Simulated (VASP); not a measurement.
# Y (P6_3/mmc) in VASP: notebook, part 2 of 2

VASP 6.6.1.

## Step 5: Single point, PBEsol

INCAR

```
SYSTEM = Y
PREC = Accurate ; ENCUT = 350
EDIFF = 1E-6 ; ISMEAR = -1
SIGMA = 0.15 ; LREAL = .FALSE.
LASPH = .TRUE. ; NELM = 100
ALGO = Normal ; ISIF = 2
LWAVE = .FALSE. ; LCHARG = .FALSE.
GGA = PS ; ADDGRID = .FALSE.
```

KPOINTS

```
regular mesh
0
G
  10 10 6
  0 0 0
```

POSCAR

```
Y
1.0
    3.6474000000      0.0000000000      0.0000000000
   -1.8237000000      3.1587410578      0.0000000000
    0.0000000000      0.0000000000      5.7306000000
Y
2
Direct
    0.6666666667      0.3333333333      0.7500000000
    0.3333333333      0.6666666667      0.2500000000
```

Potentials or basis: VASP PAW PBE potentials, release 64 (Y_sv).

Command:

```
cat potpaw_PBE.64/Y_sv/POTCAR > POTCAR
mpirun -np 1 vasp_std > vasp.out
```

OUTCAR:

```text
SYSTEM = Y
   PREC = Accurate
   ENCUT = 350
   EDIFF = 1E-6
   ISMEAR = -1
   LREAL = .FALSE.
   LASPH = .TRUE.
   NELM = 100
   ISIF = 2
   GGA = PS

 Found     56 irreducible k-points:

 Following reciprocal coordinates:
            Coordinates               Weight
  0.000000  0.000000  0.000000      1.000000
  0.100000  0.000000  0.000000      6.000000
  0.200000  0.000000  0.000000      6.000000
  0.300000 -0.000000  0.000000      6.000000
  0.400000  0.000000  0.000000      6.000000
  0.500000  0.000000  0.000000      3.000000
   k-points           NKPTS =     56   k-points in BZ     NKDIM =     56   number of bands    NBANDS=     15
   number of dos      NEDOS =    301   number of ions     NIONS =      2
   total plane-waves  NPLWV =  20736
   dimension x,y,z NGX =    24 NGY =   24 NGZ =   36
   dimension x,y,z NGXF=    48 NGYF=   48 NGZF=   72
   ions per type =               2
   NGX,Y,Z   is equivalent  to a cutoff of  10.94, 10.94, 10.44 a.u.
   NGXF,Y,Z  is equivalent  to a cutoff of  21.88, 21.88, 20.89 a.u.
 SYSTEM =  Y
   PREC   = accura    normal or accurate (medium, high low for compatibility)
   ISTART =      0    job   : 0-new  1-cont  2-samecut
   ICHARG =      2    charge: 1-file 2-atom 10-const
   ISPIN  =      1    spin polarized calculation?
   LNONCOLLINEAR =      F non collinear calculations
   LSORBIT =      F    spin-orbit coupling
[... 71 lines left out ...]
     11       3.7367      0.00588
     12       4.6034      0.00002
     13       4.6034      0.00002
     14       4.8848      0.00000
[... 77 lines left out ...]
      2     -39.6592      2.00000
      3     -19.9349      2.00000
      4     -19.8335      2.00000
      5     -19.7892      2.00000
      6     -19.6764      2.00000
      7     -19.5978      2.00000
      8     -19.5289      2.00000
      9       1.1801      1.99997
     10       1.6838      1.99923
     11       2.0510      1.99111
     12       2.7607      1.32754
     13       4.2382      0.00021
     14       4.3241      0.00012
     15       4.9014      0.00000

 [... further k-points ...]

------------------------ aborting loop because EDIFF is reached ----------------------------------------

  FORCE on cell =-STRESS in cart. coord.  units (eV):
  Direction    XX          YY          ZZ          XY          YZ          ZX
  --------------------------------------------------------------------------------------
  -------------------------------------------------------------------------------------
  Total       -0.8003200     -0.8003200     -0.8648373      0.0000000      0.0000000      0.0000000
  in kB      -19.4212302    -19.4212302    -20.9868601      0.0000000      0.0000000      0.0000000
  external PRESSURE =     -19.9431068 kB  Pullay stress =       0.0000000 kB

 VOLUME and BASIS-vectors are now :
 -----------------------------------------------------------------------------
  energy-cutoff  :      350.00
  volume of cell :       66.02
      direct lattice vectors                 reciprocal lattice vectors
     3.647400000  0.000000000  0.000000000     0.274167900  0.158290911  0.000000000
    -1.823700000  3.158741058  0.000000000     0.000000000  0.316581822  0.000000000
     0.000000000  0.000000000  5.730600000     0.000000000  0.000000000  0.174501797

 POSITION                                       TOTAL-FORCE (eV/Angst)
 -----------------------------------------------------------------------------------
      1.82370      1.05291      4.29795        -0.000000      0.000000      0.000000
     -0.00000      2.10583      1.43265         0.000000     -0.000000      0.000000
 -----------------------------------------------------------------------------------
    total drift:                               -0.000000      0.000000     -0.000000

  FREE ENERGIE OF THE ION-ELECTRON SYSTEM (eV)
  ---------------------------------------------------
  free  energy   TOTEN  =       -13.7491779525 eV

  energy  without entropy=      -13.4963266301  energy(sigma->0) =      -13.62275229
```

stdout:

```text
POSCAR found type information on POSCAR Y
 POSCAR found :  1 types and       2 ions
 scaLAPACK will be used
 -----------------------------------------------------------------------------
|                                                                             |
|                                                                             |
|     You enforced a specific xc type in the INCAR file but a different       |
|     I HOPE YOU KNOW WHAT YOU ARE DOING!                                     |
|                                                                             |
 -----------------------------------------------------------------------------

 LDA part: xc-table for (Slater+PW92), standard interpolation
 POSCAR, INCAR and KPOINTS ok, starting setup
 FFT: planning ... GRIDC
 FFT: planning ... GRID_SOFT
 FFT: planning ... GRID
 WAVECAR not read
 entering main loop
```

Run time: 23 s. Hardware: 1 thread of Intel Xeon Platinum 8488C (Sapphire Rapids), shared host; peak memory 0.17 GiB.

These settings aren't checked as converged: the numbers below hold their error.

What came out:

```yaml
Free_energy: -13.7492 eV
Pressure: -2.0 GPa
Band_gap_on_the_k_mesh: none (metal or under the smearing width)
```

Caveat: the PAW data sets were made with another functional, which shifts forces and pressure a little.

## Step 6: Single point, PBEsol

Edit INCAR of step 5 so:

```diff
@@ -1,3 +1,3 @@
 SYSTEM = Y
-PREC = Accurate ; ENCUT = 350
+PREC = Accurate ; ENCUT = 400
 EDIFF = 1E-6 ; ISMEAR = -1
```

KPOINTS is that of step 5.

POSCAR is that of step 5.

Potentials or basis: VASP PAW PBE potentials, release 64 (Y_sv).

Command:

```
cat potpaw_PBE.64/Y_sv/POTCAR > POTCAR
mpirun -np 1 vasp_std > vasp.out
```

OUTCAR:

```text
SYSTEM = Y
   PREC = Accurate
   ENCUT = 400
   EDIFF = 1E-6
   ISMEAR = -1
   LREAL = .FALSE.
   LASPH = .TRUE.
   NELM = 100
   ISIF = 2
   GGA = PS

 Found     56 irreducible k-points:

 Following reciprocal coordinates:
            Coordinates               Weight
  0.000000  0.000000  0.000000      1.000000
  0.100000  0.000000  0.000000      6.000000
  0.200000  0.000000  0.000000      6.000000
  0.300000 -0.000000  0.000000      6.000000
  0.400000  0.000000  0.000000      6.000000
[... 185 lines left out ...]
------------------------ aborting loop because EDIFF is reached ----------------------------------------

  FORCE on cell =-STRESS in cart. coord.  units (eV):
  Direction    XX          YY          ZZ          XY          YZ          ZX
  --------------------------------------------------------------------------------------
  -------------------------------------------------------------------------------------
  Total       -0.7963068     -0.7963068     -0.8587514      0.0000000      0.0000000     -0.0000000
  in kB      -19.3238430    -19.3238430    -20.8391761      0.0000000      0.0000000     -0.0000000
  external PRESSURE =     -19.8289540 kB  Pullay stress =       0.0000000 kB

 VOLUME and BASIS-vectors are now :
 -----------------------------------------------------------------------------
  energy-cutoff  :      400.00
  volume of cell :       66.02
      direct lattice vectors                 reciprocal lattice vectors
     3.647400000  0.000000000  0.000000000     0.274167900  0.158290911  0.000000000
    -1.823700000  3.158741058  0.000000000     0.000000000  0.316581822  0.000000000
     0.000000000  0.000000000  5.730600000     0.000000000  0.000000000  0.174501797

 POSITION                                       TOTAL-FORCE (eV/Angst)
 -----------------------------------------------------------------------------------
      1.82370      1.05291      4.29795         0.000000     -0.000000      0.000000
     -0.00000      2.10583      1.43265        -0.000000      0.000000      0.000000
 -----------------------------------------------------------------------------------
    total drift:                               -0.000000      0.000000     -0.000000

  FREE ENERGIE OF THE ION-ELECTRON SYSTEM (eV)
  ---------------------------------------------------
  free  energy   TOTEN  =       -13.7492561956 eV

  energy  without entropy=      -13.4963898598  energy(sigma->0) =      -13.62282303
```

stdout:

```text
POSCAR found type information on POSCAR Y
 POSCAR found :  1 types and       2 ions
 scaLAPACK will be used
 -----------------------------------------------------------------------------
|                                                                             |
|                                                                             |
|     You enforced a specific xc type in the INCAR file but a different       |
|     I HOPE YOU KNOW WHAT YOU ARE DOING!                                     |
|                                                                             |
 -----------------------------------------------------------------------------

 LDA part: xc-table for (Slater+PW92), standard interpolation
 POSCAR, INCAR and KPOINTS ok, starting setup
 FFT: planning ... GRIDC
 FFT: planning ... GRID_SOFT
 FFT: planning ... GRID
 WAVECAR not read
 entering main loop
```

It took 27 s on 1 thread of Intel Xeon Platinum 8488C (Sapphire Rapids), shared host; peak memory 0.18 GiB.

The run converged, but some of its settings lie outside the range that counts as converged, so its numbers aren't taken as properties of the crystal.

What came out:

| Property | Result |
| --- | --- |
| Free energy | -13.7493 eV |
| Pressure | -2.0 GPa |
| Band gap on the k mesh | none (metal or under the smearing width) |

Caveat: the PAW data sets were made with another functional, which shifts forces and pressure a little.

## Step 7: For comparison

An earlier run on the cell as given: functional PBE; potentials or basis VASP PAW PBE potentials, release 64 (Y_sv); cutoff 520 eV; k mesh 8 × 8 × 5; occupations fermi-dirac, width 0.05 eV; no spin polarisation.

* Pressure: -0.2 GPa
* Band gap on the k mesh: none (metal or under the smearing width)
